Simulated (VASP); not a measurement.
# Mg (I4/mmm) in VASP: settings compared

One crystal, Mg, is run at these levels: RPBE, LDA; tasks: single point.

Everything below comes from runs of VASP 6.6.1. Logs are shortened: lines on timing, memory, paths and dates and some standing lists are left out, and cuts for length are marked.

## (1) Starting point

Symmetry: I4/mmm, No. 139, tetragonal system. Conventional cell: a = 3.672 Å, b = 3.672 Å, c = 3.359 Å, α = 90.00°, β = 90.00°, γ = 90.00°. Mg (site symmetry 4/mmm) has 10 Mg at 3.09 to 3.36 Å as nearest neighbours.

This isn't the form of Mg at room conditions, which is hcp.

## (2) Single point, RPBE

Input file run.py:

```python
from ase.calculators.vasp import Vasp
from ase.dft.bandgap import bandgap
from ase.io import read

atoms = read('Mg.cif')
calc = Vasp(
    directory='calc',
    xc='rpbe',
    pp='PBE',
    setups='materialsproject',
    prec='Accurate',
    encut=520,
    ediff=1e-06,
    ismear=0,
    sigma=0.02,
    lreal=False,
    lasph=True,
    nelm=60,
    algo='Normal',
    isif=2,
    lwave=False,
    lcharg=True,
    lelf=True,
    lvhar=True,
    kpts=[11, 11, 11],
    gamma=True,
)
atoms.calc = calc

print('energy (eV):', atoms.get_potential_energy())
print('free energy (eV):', atoms.get_potential_energy(force_consistent=True))
print('forces (eV/A):')
print(atoms.get_forces())
print('stress (eV/A^3, Voigt):', atoms.get_stress())
print('Fermi level (eV):', calc.get_fermi_level())
gap, top, bottom = bandgap(calc)
print('band gap (eV):', gap, 'from (spin, k, band)', top, 'to', bottom)
```

Input file Mg.cif:

```cif
data_Mg
_cell_length_a 3.09226913
_cell_length_b 3.09226913
_cell_length_c 3.09226913
_cell_angle_alpha 107.15484076
_cell_angle_beta 107.15484076
_cell_angle_gamma 114.21048488
_space_group_name_H-M_alt 'P1'
_space_group_name_Hall 'P 1'
_space_group_IT_number 1
loop_
_space_group_symop_operation_xyz
'x,y,z'
loop_
_atom_site_label
_atom_site_type_symbol
_atom_site_symmetry_multiplicity
_atom_site_Wyckoff_symbol
_atom_site_fract_x
_atom_site_fract_y
_atom_site_fract_z
_atom_site_occupancy
Mg1 Mg 1 a 0.0000000000 0.0000000000 0.0000000000 1
```

Potentials or basis: VASP PAW PBE potentials, release 64 (Mg_pv).

The run is started by

```console
> python run.py
```

Log:

```text
energy (eV): -1.30296664
free energy (eV): -1.30299514
forces (eV/A):
[[-0.  0.  0.]]
stress (eV/A^3, Voigt): [-0.00993366 -0.01210384 -0.00837276 -0.         -0.         -0.00241326]
Fermi level (eV): 2.56271332
band gap (eV): 0.0 from (spin, k, band) (None, None, None) to (None, None, None)
```

OUTCAR:

```text
ENCUT = 520.000000
   EDIFF = 1.00e-06
   GGA = RP
   PREC = Accurate
   ISIF = 2
   ISMEAR = 0
   NELM = 60
   LASPH = .TRUE.
   LREAL = .FALSE.

 ion  position               nearest neighbor table
   1  0.000  0.000  0.000-

  LATTYP: Found a body centered tetragonal cell.
 ALAT       =     3.6719832562
 C/A-ratio  =     0.9147122418

  Lattice vectors:

 A1 = (   3.0922691300,   0.0000000000,   0.0000000000)
 A2 = (  -1.2681084651,   2.8202888669,   0.0000000000)
 A3 = (  -0.9120803322,  -1.4101444332,   2.5964842610)

Analysis of symmetry for initial positions (statically):
=====================================================================
 Subroutine PRICEL returns:
 Original cell was already a primitive cell.

 Routine SETGRP: Setting up the symmetry group for a
 body centered tetragonal supercell.

 Subroutine GETGRP returns: Found 16 space group operations
 (whereof 16 operations were pure point group operations)
 out of a pool of 16 trial point group operations.

The static configuration has the point symmetry D_4h.

Analysis of symmetry for dynamics (positions and initial velocities):
=====================================================================
 Subroutine PRICEL returns:
 Original cell was already a primitive cell.

 Routine SETGRP: Setting up the symmetry group for a
 body centered tetragonal supercell.

 Subroutine GETGRP returns: Found 16 space group operations
 (whereof 16 operations were pure point group operations)
 out of a pool of 16 trial point group operations.

The dynamic configuration has the point symmetry D_4h.

 Subroutine INISYM returns: Found 16 space group operations
 (whereof 16 operations are pure point group operations),
 and found     1 'primitive' translations

----------------------------------------------------------------------------------------

                                     Primitive cell

  volume of cell :      22.6442

  direct lattice vectors                    reciprocal lattice vectors
     3.092269130  0.000000000  0.000000000     0.323387117  0.145407070  0.192568084
    -1.268108465  2.820288867  0.000000000     0.000000000  0.354573608  0.192568084
    -0.912080332 -1.410144433  2.596484261     0.000000000  0.000000000  0.385136169

  length of vectors
     3.092269130  3.092269130  3.092269130     0.403490905  0.403490905  0.385136169

  position of ions in fractional coordinates (direct lattice)
     0.000000000  0.000000000  0.000000000

  ion indices of the primitive-cell ions
   primitive index   ion index
                 1           1

----------------------------------------------------------------------------------------

 KPOINTS: KPOINTS created by Atomic Simulation Env

Automatic generation of k-mesh.
 Grid dimensions read from file:
 generate k-points for:   11   11   11

 Generating k-lattice:

  Cartesian coordinates                     Fractional coordinates (reciprocal lattice)
     0.029398829  0.013218825  0.017506189     0.090909091  0.000000000  0.000000000
     0.000000000  0.032233964  0.017506189     0.000000000  0.090909091  0.000000000
     0.000000000  0.000000000  0.035012379     0.000000000  0.000000000  0.090909091

  Length of vectors
     0.036680991  0.036680991  0.035012379

  Shift w.r.t. Gamma in fractional coordinates (k-lattice)
     0.000000000  0.000000000  0.000000000

 Subroutine IBZKPT returns following result:
 ===========================================

 Found    126 irreducible k-points:

 Following reciprocal coordinates:
            Coordinates               Weight
  0.000000  0.000000  0.000000      1.000000
  0.090909  0.000000  0.000000      8.000000
  0.181818  0.000000  0.000000      8.000000
  0.272727  0.000000  0.000000      8.000000
  0.363636  0.000000  0.000000      8.000000
  0.454545 -0.000000  0.000000      8.000000
[... 42 lines left out ...]
 -0.090909  0.181818  0.090909      8.000000
  0.272727  0.272727  0.090909      8.000000
 [... further k-points ...]
   k-points           NKPTS =    126   k-points in BZ     NKDIM =    126   number of bands    NBANDS=      8
   number of dos      NEDOS =    301   number of ions     NIONS =      1
   total plane-waves  NPLWV =  13824
   dimension x,y,z NGX =    24 NGY =   24 NGZ =   24
   dimension x,y,z NGXF=    48 NGYF=   48 NGZF=   48
   ions per type =               1
   NGX,Y,Z   is equivalent  to a cutoff of  12.90, 12.90, 12.90 a.u.
   NGXF,Y,Z  is equivalent  to a cutoff of  25.81, 25.81, 25.81 a.u.
 SYSTEM =  unknown system
   PREC   = accura    normal or accurate (medium, high low for compatibility)
   ISTART =      0    job   : 0-new  1-cont  2-samecut
   ICHARG =      2    charge: 1-file 2-atom 10-const
   ISPIN  =      1    spin polarized calculation?
   LNONCOLLINEAR =      F non collinear calculations
   LSORBIT =      F    spin-orbit coupling
   LASPH  =      T    aspherical Exc in radial PAW
   ENCUT  =  520.0 eV  38.22 Ry    6.18 a.u.   5.75  5.75  5.75*2*pi/ulx,y,z
   NELM   =     60;   NELMIN=  2; NELMDL= -5     # of ELM steps
   EDIFF  = 0.1E-05   stopping-criterion for ELM
   LREAL  =      F    real-space projection
   EDIFFG = 0.1E-04   stopping-criterion for IOM
   NSW    =      0    number of steps for IOM
   IBRION =     -1    ionic relax: 0-MD 1-quasi-New 2-CG
   NFREE  =      0    steps in history (QN), initial steepest desc. (CG)
   ISIF   =      2    stress and relaxation
   ISYM   =      2    0-nonsym 1-usesym 2-fastsym
   POTIM  = 0.5000    time-step for ionic-motion
   TEBEG  =    0.0;   TEEND  =   0.0 temperature during run
   PSTRESS=    0.0 pullay stress
   NELECT =       8.0000    total number of electrons
   NUPDOWN=      -1.0000    fix difference up-down
   EMIN   =  10.00;   EMAX   =-10.00  energy-range for DOS
   EFERMI =   0.00;   METHOD = LEGACY
   ISMEAR =     0;   SIGMA  =   0.02  broadening in eV -4-tet -1-fermi 0-gaus
   EFERMI_NEDOS =   21; number of points for ismear=-14 and -15
   IALGO  =     38    algorithm
   IMIX   =      4    mixing-type and parameters
     AMIX     =   0.40;   BMIX     =  1.00
     AMIX_MAG =   1.60;   BMIX_MAG =  1.00
  volume/ion in A,a.u.               =      22.64       152.81
  Fermi-wavevector in a.u.,A,eV,Ry     =   1.157318  2.187014 18.223433  1.339385
  Thomas-Fermi vector in A             =   2.293930
   LORBIT       =      0    0 simple, 1 ext, 2 COOP (PROOUT), +10 PAW based schemes
   GGA     = RP    functional components
   LHFCALC =     F    Hartree Fock is set to
   AEXX    =    0.0000 exact exchange contribution
   IVDW    =     0    specifies the selected vdW correction
   LEPSILON=     F    determine dielectric tensor
   LRPA    =     F    only Hartree local field effects (RPA)
 non-spin polarized calculation
 Gauss-broadening in eV      SIGMA  =   0.02
  energy-cutoff  :      520.00
  volume of cell :       22.64
 maximum number of plane-waves:       618
   NGX = 11   NGY = 11   NGZ = 11

 number of electron       8.0000011 magnetization

 Free energy of the ion-electron system (eV)
  ---------------------------------------------------
  ext. energy  EPLUGINS =         0.00000000
  ---------------------------------------------------
  free energy    TOTEN  =        -1.30299514 eV

  energy without entropy =       -1.30293814  energy(sigma->0) =       -1.30296664

 E-fermi :   2.5627     XC(G=0):  -8.7443

 val. band max:        2.5124637050   @ k =   0.3636   0.3636   0.0000
 cond. band min:       2.5725665694   @ k =  -0.2727  -0.4545   0.2727
 fundamental gap:      0.0601028644
 Fermi energy:         2.5627133167

 k-point     1 :       0.0000    0.0000    0.0000
  band No.  band energies     occupation
      1     -40.2302      2.00000
      2     -40.2302      2.00000
      3     -40.2193      2.00000
      4      -4.4859      2.00000
      5      14.5157      0.00000
      6      16.3891      0.00000
      7      16.3891      0.00000
      8      16.6717      0.00000
[... 419 lines left out ...]
 k-point    40 :       0.3636    0.0909    0.0909
  band No.  band energies     occupation
      1     -40.2566      2.00000
      2     -40.2432      2.00000
      3     -40.2281      2.00000
      4       0.7838      2.00000
      5       3.0142      0.00000
      6       8.0205      0.00000
      7       9.3446      0.00000
      8      15.7400      0.00000

 [... further k-points ...]
[... 5 lines left out ...]
  --------------------------------------------------------------------------------------
  -------------------------------------------------------------------------------------
  Total        0.2249394      0.2740813      0.1895943      0.0546462      0.0000000      0.0000000
  in kB       15.9154715     19.3924858     13.4146473      3.8664614      0.0000000      0.0000000
  external PRESSURE =      16.2408682 kB  Pullay stress =       0.0000000 kB

 VOLUME and BASIS-vectors are now :
 -----------------------------------------------------------------------------
  energy-cutoff  :      520.00
  volume of cell :       22.64
      direct lattice vectors                 reciprocal lattice vectors
     3.092269130  0.000000000  0.000000000     0.323387117  0.145407070  0.192568084
    -1.268108465  2.820288867  0.000000000     0.000000000  0.354573608  0.192568084
    -0.912080332 -1.410144433  2.596484261     0.000000000  0.000000000  0.385136169

 POSITION                                       TOTAL-FORCE (eV/Angst)
 -----------------------------------------------------------------------------------
      0.00000      0.00000      0.00000        -0.000000      0.000000      0.000000
 -----------------------------------------------------------------------------------
    total drift:                                0.000000     -0.000000      0.000000

  FREE ENERGIE OF THE ION-ELECTRON SYSTEM (eV)
  ---------------------------------------------------
  free  energy   TOTEN  =        -1.3029951406 eV

  energy  without entropy=       -1.3029381447  energy(sigma->0) =       -1.30296664
```

INCAR:

```text
ENCUT = 520.000000
SIGMA = 0.020000
EDIFF = 1.00e-06
ALGO = Normal
GGA = RP
PREC = Accurate
ISIF = 2
ISMEAR = 0
NELM = 60
LASPH = .TRUE.
LCHARG = .TRUE.
LELF = .TRUE.
LVHAR = .TRUE.
LWAVE = .FALSE.
LREAL = .FALSE.
```

Wall time 17 s (1 thread of Intel Xeon Platinum 8488C (Sapphire Rapids), shared host); peak memory 0.14 GiB.

Results:

```yaml
Free_energy: -1.3030 eV
Pressure: 1.6 GPa
Band_gap_on_the_k_mesh: none (metal or under the smearing width)
```

Levels at points of the mesh, in eV from the Fermi level:
| k point | band 1 | band 2 | band 3 | band 4 | band 5 | band 6 | band 7 | band 8 |
| --- | --- | --- | --- | --- | --- | --- | --- | --- |
| (0.00, 0.00, 0.00) | -42.79 | -42.79 | -42.78 | -7.05 | 11.95 | 13.83 | 13.83 | 14.11 |

Caveat: the PAW data sets were made with another functional, which shifts forces and pressure a little.

## (3) Single point, LDA

Input file INCAR:

```
SYSTEM = Mg
  ALGO = Fast
  EDIFF = 1E-6
  ENCUT = 520
  GGA = CA
  ISIF = 2
  ISMEAR = 0
  LASPH = .TRUE.
  LCHARG = .FALSE.
  LREAL = .FALSE.
  LWAVE = .FALSE.
  NBANDS = 7
  NELM = 60
  PREC = Accurate
  SIGMA = 0.02
```

Input file KPOINTS:

```
k-points
0
G
  11 11 11
  0 0 0
```

Input file POSCAR:

```
Mg
1.0
   -1.8359916300      1.8359916300      1.6794040200
    1.8359916300     -1.8359916300      1.6794040200
    1.8359916300      1.8359916300     -1.6794040200
Mg
1
Direct
    0.0000000000      0.0000000000      0.0000000000
```

Potentials or basis: VASP PAW LDA potentials, release 64 (Mg).

The run is started by

```console
> cat potpaw_LDA.64/Mg/POTCAR > POTCAR
> mpirun -np 1 vasp_std > vasp.out
```

OUTCAR:

```text
SYSTEM = Mg
   EDIFF = 1E-6
   ENCUT = 520
   GGA = CA
   ISIF = 2
   ISMEAR = 0
   LASPH = .TRUE.
   LREAL = .FALSE.
   NELM = 60
   PREC = Accurate

 ion  position               nearest neighbor table
   1  0.000  0.000  0.000-

  LATTYP: Found a body centered tetragonal cell.
 ALAT       =     3.6719832600
 C/A-ratio  =     0.9147122419

  Lattice vectors:

 A1 = (  -1.8359916300,   1.8359916300,   1.6794040200)
 A2 = (   1.8359916300,  -1.8359916300,   1.6794040200)
 A3 = (   1.8359916300,   1.8359916300,  -1.6794040200)

Analysis of symmetry for initial positions (statically):
=====================================================================
 Subroutine PRICEL returns:
 Original cell was already a primitive cell.

 Routine SETGRP: Setting up the symmetry group for a
 body centered tetragonal supercell.

 Subroutine GETGRP returns: Found 16 space group operations
 (whereof 16 operations were pure point group operations)
[... 182 lines left out ...]
  ---------------------------------------------------
  ext. energy  EPLUGINS =         0.00000000
  ---------------------------------------------------
  free energy    TOTEN  =        -1.77495262 eV

  energy without entropy =       -1.77488009  energy(sigma->0) =       -1.77491635

 E-fermi :   2.6010     XC(G=0):  -8.7262

 val. band max:        2.5147702866   @ k =  -0.3636  -0.3636   0.2727
 cond. band min:       2.6175998945   @ k =   0.4545   0.3636   0.0000
 fundamental gap:      0.1028296079
 Fermi energy:         2.6009856419

 k-point     1 :       0.0000    0.0000    0.0000
  band No.  band energies     occupation
      1      -4.4349      2.00000
      2      14.4475      0.00000
      3      16.2763      0.00000
      4      16.2763      0.00000
      5      16.6877      0.00000
      6      16.7486      0.00000
      7      16.7486      0.00000
[... 381 lines left out ...]
 k-point    40 :       0.3636    0.0909    0.0909
  band No.  band energies     occupation
      1       0.8310      2.00000
      2       3.0292      0.00000
      3       8.0732      0.00000
      4       9.1925      0.00000
      5      15.7067      0.00000
      6      16.6137      0.00000
      7      21.5355      0.00000

 [... further k-points ...]
[... 5 lines left out ...]
  --------------------------------------------------------------------------------------
  -------------------------------------------------------------------------------------
  Total       -0.2770314     -0.2770314     -0.2486526      0.0000000     -0.0000000      0.0000000
  in kB      -19.6012175    -19.6012175    -17.5932855      0.0000000     -0.0000000      0.0000000
  external PRESSURE =     -18.9319068 kB  Pullay stress =       0.0000000 kB

 VOLUME and BASIS-vectors are now :
 -----------------------------------------------------------------------------
  energy-cutoff  :      520.00
  volume of cell :       22.64
      direct lattice vectors                 reciprocal lattice vectors
    -1.835991630  1.835991630  1.679404020     0.000000000  0.272332396  0.297724665
     1.835991630 -1.835991630  1.679404020     0.272332396  0.000000000  0.297724665
     1.835991630  1.835991630 -1.679404020     0.272332396  0.272332396  0.000000000

 POSITION                                       TOTAL-FORCE (eV/Angst)
 -----------------------------------------------------------------------------------
      0.00000      0.00000      0.00000         0.000000     -0.000000      0.000000
 -----------------------------------------------------------------------------------
    total drift:                                0.000000      0.000000      0.000000

  FREE ENERGIE OF THE ION-ELECTRON SYSTEM (eV)
  ---------------------------------------------------
  free  energy   TOTEN  =        -1.7749526177 eV

  energy  without entropy=       -1.7748800860  energy(sigma->0) =       -1.77491635
```

stdout:

```text
POSCAR found type information on POSCAR Mg
 POSCAR found :  1 types and       1 ions
 scaLAPACK will be used
 LDA part: xc-table for (Slater(with rela. corr.)+CA(PZ))
 , standard interpolation
 POSCAR, INCAR and KPOINTS ok, starting setup
 FFT: planning ... GRIDC
 FFT: planning ... GRID_SOFT
 FFT: planning ... GRID
 WAVECAR not read
 entering main loop
```

Wall time 15 s (1 thread of Intel Xeon Platinum 8375C at 2.90GHz (Ice Lake), shared host); peak memory 0.13 GiB.

What came out:

- Free energy: -1.7750 eV
- Pressure: -1.9 GPa
- Band gap on the k mesh: none (metal or under the smearing width)

## (4) Single point, LDA

run.py: that of step 2 with these lines changed.

```diff
@@ -2,13 +2,20 @@
 from ase.dft.bandgap import bandgap
-from ase.io import read
+from ase.spacegroup import crystal
 
-atoms = read('Mg.cif')
+atoms = crystal(
+    ['Mg'],
+    basis=[[0.0, 0.0, 0.0]],
+    spacegroup=139,
+    setting=1,
+    cellpar=[3.67198326, 3.67198326, 3.35880804, 90.0, 90.0, 90.0],
+    primitive_cell=True,
+)
 calc = Vasp(
     directory='calc',
-    xc='rpbe',
-    pp='PBE',
-    setups='materialsproject',
+    xc='lda',
+    pp='LDA',
+    setups='recommended',
     prec='Accurate',
     encut=520,
-    ediff=1e-06,
+    ediff=1e-07,
     ismear=0,
@@ -17,3 +24,3 @@
     lasph=True,
-    nelm=60,
+    nelm=80,
     algo='Normal',
@@ -21,5 +28,3 @@
     lwave=False,
-    lcharg=True,
-    lelf=True,
-    lvhar=True,
+    lcharg=False,
     kpts=[11, 11, 11],
```

Potentials or basis: VASP PAW LDA potentials, release 64 (Mg).

The run is started by

```console
> python run.py
```

Log:

```text
energy (eV): -1.77491639
free energy (eV): -1.77495266
forces (eV/A):
[[-0. -0.  0.]]
stress (eV/A^3, Voigt): [ 0.01224087  0.01224087  0.01098852 -0.         -0.         -0.        ]
Fermi level (eV): 2.60099948
band gap (eV): 0.0 from (spin, k, band) (None, None, None) to (None, None, None)
```

OUTCAR:

```text
ENCUT = 520.000000
   EDIFF = 1.00e-07
   PREC = Accurate
   ISIF = 2
   ISMEAR = 0
   NELM = 80
[... 563 lines left out ...]
 POSITION                                       TOTAL-FORCE (eV/Angst)
 -----------------------------------------------------------------------------------
      0.00000      0.00000      0.00000        -0.000000     -0.000000      0.000000
 -----------------------------------------------------------------------------------
    total drift:                                0.000000      0.000000      0.000000

  FREE ENERGIE OF THE ION-ELECTRON SYSTEM (eV)
  ---------------------------------------------------
  free  energy   TOTEN  =        -1.7749526589 eV

  energy  without entropy=       -1.7748801264  energy(sigma->0) =       -1.77491639
```

INCAR:

```text
ENCUT = 520.000000
SIGMA = 0.020000
EDIFF = 1.00e-07
ALGO = Normal
PREC = Accurate
ISIF = 2
ISMEAR = 0
NELM = 80
LASPH = .TRUE.
LCHARG = .FALSE.
LWAVE = .FALSE.
LREAL = .FALSE.
```

It took 17 s on 1 thread of Intel Xeon Platinum 8375C at 2.90GHz (Ice Lake), shared host; peak memory 0.13 GiB.

Results:

| Quantity | Value |
| --- | --- |
| Free energy | -1.7750 eV |
| Pressure | -1.9 GPa |
| Band gap on the k mesh | none (metal or under the smearing width) |

Levels at points of the mesh, in eV from the Fermi level:
```csv
k point,band 1,band 2,band 3,band 4,band 5
"(0.00, 0.00, 0.00)",-7.04,11.85,13.68,13.68,14.09
```

## (5) Summary

| level | potentials or basis | further INCAR settings | gap on the mesh (eV) | pressure (GPa) |
| --- | --- | --- | --- | --- |
| RPBE | VASP PAW PBE potentials, release 64 (Mg_pv) | ALGO = Normal; EDIFF = 1.00e-06 | none | 1.6 |
| LDA | VASP PAW LDA potentials, release 64 (Mg) | ALGO = Fast; EDIFF = 1e-06; NBANDS = 7 | none | -1.9 |
| LDA | VASP PAW LDA potentials, release 64 (Mg) | ALGO = Normal; EDIFF = 1.00e-07 | none | -1.9 |

Alike in all rows: task single point; no spin polarisation; cell as given; k mesh 11 × 11 × 11; cutoff (eV) 520; smearing gaussian 0.02 eV.

Caveats: the PAW data sets were made with another functional, which shifts forces and pressure a little (some runs).

Absolute energies hang on the potentials; compare differences alone.
